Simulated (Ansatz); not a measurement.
Input of an Ansatz 0.2.0 run:

input.yaml

```yaml
crystal:
  lattice:
    - [0.0, 2.03, 2.03]
    - [2.03, 0.0, 2.03]
    - [2.03, 2.03, 0.0]
  atoms:
    - { symbol: Ti, position: [0.0, 0.0, 0.0] }
hamiltonian:
  xc: pbe
  pseudopotentials: { kind: paw }
  dispersion: d4
kpoints:
  mp_grid: { grid: [11, 11, 11] }
scf:
  occupations: { method: fermi_dirac, width: 0.05 }
output:
  forces: true
  stress: true
  eigenvalues: true
  write_density: true
  write_potential: true
  elf: true
  volumetric_format: npy
relax:
  f_tol: 0.01
  max_steps: 40
  cell: { stress_tol: 0.05 }
```

Potentials or basis: Ansatz PAW.

The run is started by

```console
$ ansatz run input.yaml --threads 2 --pin off --max-ram 5632MiB --backend cpu --events-out ev --progress --plain --runs-dir out
```

Problem. What does it give for the band gap on the k mesh?

Solution. None (metal or under the smearing width).

Problem. Predict the space group after relaxing (to 0.05 Å).

Solution. Fm-3m (No. 225).

Final structure:
```xyz
1
Lattice="0.0000 2.0435 2.0435 2.0435 0.0000 2.0435 2.0435 2.0435 0.0000" Properties=species:S:1:pos:R:3 pbc="T T T"
Ti    0.0000    0.0000    0.0000
```

 Zero-point motion and thermal expansion aren't in these numbers.
